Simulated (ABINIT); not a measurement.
Here is an ABINIT 10.8.3 (patched build) calculation.

File run.abi:

```
pp_dirpath "./"
pseudos "Sn.LDA_PW-JTH.xml, Se.LDA_PW-JTH.xml"

acell 3*1.0 Angstrom
rprim
     0.0000000000     3.0100000000     3.0100000000
     3.0100000000     0.0000000000     3.0100000000
     3.0100000000     3.0100000000     0.0000000000
ntypat 2
znucl 50 34
natom 2
typat 1 2
xred
     0.0000000000     0.0000000000     0.0000000000
     0.5000000000     0.5000000000     0.5000000000

ecut 15.0
pawecutdg 30.0

kptopt 1
ngkpt 10 10 10
nshiftk 1
shiftk 0.0 0.0 0.0

ixc 7

nband 14
occopt 3
tsmear 0.00183747

nstep 100
tolvrs 1.0e-9

iomode 3
prtwf 0
prteig 0
prtebands 0
enunit 2
prtden 1
prtvha 1
prtvclmb 1
prtpot 1
```

Potentials or basis: JTH PAW LDA v2.0.

Run with:

```console
$ abinit run.abi > log 2>&1
```

Question: Predict the band gap on the k mesh.

Answer: 0.52 eV, indirect (least direct gap 0.62 eV).

Caveat: spin-orbit coupling is left out, which moves the levels of the heavy elements. A k mesh can miss the band edges.
